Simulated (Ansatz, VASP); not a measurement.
## Two plane-wave programs on TiSi2

File INCAR:

```
SYSTEM = TiSi2
ALGO = Normal ; EDIFF = 1E-7
ENCUT = 520 ; GGA = PS
ISIF = 2 ; ISMEAR = -1
KPAR = 2 ; LASPH = .TRUE.
LCHARG = .FALSE. ; LREAL = .FALSE.
LWAVE = .FALSE. ; NBANDS = 29
NELM = 100 ; PREC = Accurate
SIGMA = 0.05
```

Contents of KPOINTS:

```
k-points
0
G
  8 8 8
  0 0 0
```

POSCAR

```
TiSi2
1.0
    1.7412493300     -6.6679286942      0.0000000000
    1.7412493300      6.6679286942      0.0000000000
    0.0000000000      0.0000000000      3.5169900368
Ti Si
2 4
Direct
    0.1031180800      0.8968819200      0.2500000000
    0.8968819200      0.1031180800      0.7500000000
    0.7503148200      0.2496851800      0.2500000000
    0.2496851800      0.7503148200      0.7500000000
    0.4417485500      0.5582514500      0.2500000000
    0.5582514500      0.4417485500      0.7500000000
```

input.yaml

```yaml
crystal:
  lattice:
    - [1.74124933, -6.6679286942, 0.0]
    - [1.74124933, 6.6679286942, 0.0]
    - [0.0, 0.0, 3.5169900368]
  atoms:
    - { symbol: Ti, position: [0.10311808, 0.89688192, 0.25] }
    - { symbol: Ti, position: [0.89688192, 0.10311808, 0.75] }
    - { symbol: Si, position: [0.75031482, 0.24968518, 0.25] }
    - { symbol: Si, position: [0.24968518, 0.75031482, 0.75] }
    - { symbol: Si, position: [0.44174855, 0.55825145, 0.25] }
    - { symbol: Si, position: [0.55825145, 0.44174855, 0.75] }
hamiltonian:
  xc: pbesol
  pseudopotentials: { kind: paw }
kpoints:
  mp_grid: { grid: [8, 8, 8] }
scf:
  occupations: { method: fermi_dirac, width: 0.05 }
output:
  forces: true
  stress: true
  eigenvalues: true
  write_density: true
  write_potential: true
  elf: true
  volumetric_format: npy
```

Change from the starting cell: volume scaled by 0.96.

Alike in both runs: task single point; functional PBEsol; k mesh 8 × 8 × 8; occupations fermi-dirac, width 0.05 eV; no spin polarisation.

|  | VASP | Ansatz |
| --- | --- | --- |
| version | VASP 6.6.1 | Ansatz 0.2.0 |
| potentials or method | VASP PAW PBE potentials, release 64 (Ti_sv, Si) | Ansatz PAW |
| plane-wave cutoff (eV) | 520 | 420 |
| valence electrons in the cell | 40 | 40 |

```csv
,VASP,Ansatz,Ansatz less VASP
gap on the k mesh at the Fermi level (eV),none,none,-
pressure (GPa),4.2,4.0,-0.15
largest component of the traceless stress (GPa),1.45,1.41,-0.038
rms of the force components (eV/Å),0.126,0.126,-0.0001
```

Atom by atom the forces differ by 0.000 eV/Å (rms over components). A gap of «none» marks a metal or a gap that the smearing closes.

Caveats: the PAW data sets were made with another functional, which shifts forces and pressure a little (VASP); the PAW data sets come from PBE, with cores solved anew for the run's functional, which leaves a small shift of forces and pressure (Ansatz).
